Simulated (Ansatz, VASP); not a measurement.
## Two plane-wave programs on As

File INCAR:

```
PREC = Accurate
ENCUT = 520
EDIFF = 1E-7
ISMEAR = 0
SIGMA = 0.02
LREAL = F
LASPH = T
NELM = 60
ALGO = Normal
ISIF = 2
LWAVE = F
LCHARG = T
LDIPOL = T
IDIPOL = 3
DIPOL = 0.5 0.5 0.500
GGA = CA
LELF = T
LVHAR = T
LVACPOTAV = T
NBANDS = 12
```

File KPOINTS:

```
Automatic mesh
0
Gamma
  9 9 1
```

POSCAR

```
As
1.0
    3.4630000000      0.0000000000      0.0000000000
   -1.7315000000      2.9990459733      0.0000000000
    0.0000000000      0.0000000000     28.0000000000
As
2
Direct
    0.3333333333      0.6666666667      0.5105714286
    0.6666666667      0.3333333333      0.4894285714
```

Input for Ansatz:

```yaml
crystal:
  lattice:
    - [3.463, 0.0, 0.0]
    - [-1.7315, 2.9990459733, 0.0]
    - [0.0, 0.0, 28.0]
  atoms:
    - { symbol: As, position: [0.3333333333, 0.6666666667, 0.5105714286] }
    - { symbol: As, position: [0.6666666667, 0.3333333333, 0.4894285714] }
  periodic: [true, true, false]
basis:
  ecutwfc: 420
kpoints:
  mp_grid: { grid: [9, 9, 1] }
hamiltonian:
  xc: lda
scf:
  occupations: { method: gaussian, width: 0.02 }
output:
  forces: true
  stress: true
  eigenvalues: true
```

Alike in both runs: task single point; functional LDA; k mesh 9 × 9 × 1; occupations gaussian, width 0.02 eV; no spin polarisation.

```csv
,VASP,Ansatz
version,VASP 6.6.1,Ansatz 0.2.0
potentials or method,"VASP PAW LDA potentials, release 64 (As)","scalar-relativistic, plane waves, PAW"
plane-wave cutoff (eV),520,420
valence electrons in the cell,10,30
```

VASP gave:

- gap on the k mesh at the Fermi level (eV): none
- rms of the force components (eV/Å): 3.815
- work function, face that differs most (eV): 4.08

Which values does Ansatz return?

gap on the k mesh at the Fermi level (eV): none; rms of the force components (eV/Å): 3.755; work function, face that differs most (eV): 4.10.

Atom by atom the forces differ by 0.060 eV/Å (rms over components). A gap of «none» marks a metal or a gap that the smearing closes. The two sets of potentials don't hold the same shells in valence.
